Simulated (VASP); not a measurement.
A run of VASP 6.6.1:

File INCAR:

```
SYSTEM = I
PREC = Accurate
ENCUT = 450
EDIFF = 1E-6
ISMEAR = 0
SIGMA = 0.02
LREAL = .False.
LASPH = .True.
NELM = 100
ALGO = Normal
ISIF = 2
LWAVE = .False.
LCHARG = .False.
GGA = PE
NBANDS = 10
```

Contents of KPOINTS:

```
Automatic mesh
0
Gamma
  4 4 4
  0 0 0
```

POSCAR

```
I
1.0
   -2.0893754423      2.0893754423      2.0893754423
    2.0893754423     -2.0893754423      2.0893754423
    2.0893754423      2.0893754423     -2.0893754423
I
1
Direct
    0.0000000000      0.0000000000      0.0000000000
```

Potentials or basis: VASP PAW PBE potentials, release 64 (I_GW).

The run is started by

```bash
$ cat potpaw_PBE.64/I_GW/POTCAR > POTCAR
$ mpirun -np 1 vasp_std > vasp.out
```

Hardware: 1 thread of Intel(R) Xeon(R) 6975P-C (Granite Rapids), on a shared host.

Question: How long does it take, and how much memory?

Answer: Wall time 2.4 s on 1 thread of Intel(R) Xeon(R) 6975P-C (Granite Rapids), with other jobs on the host, peak memory 0.15 GiB. Counts: scf iterations 11, k points 8.
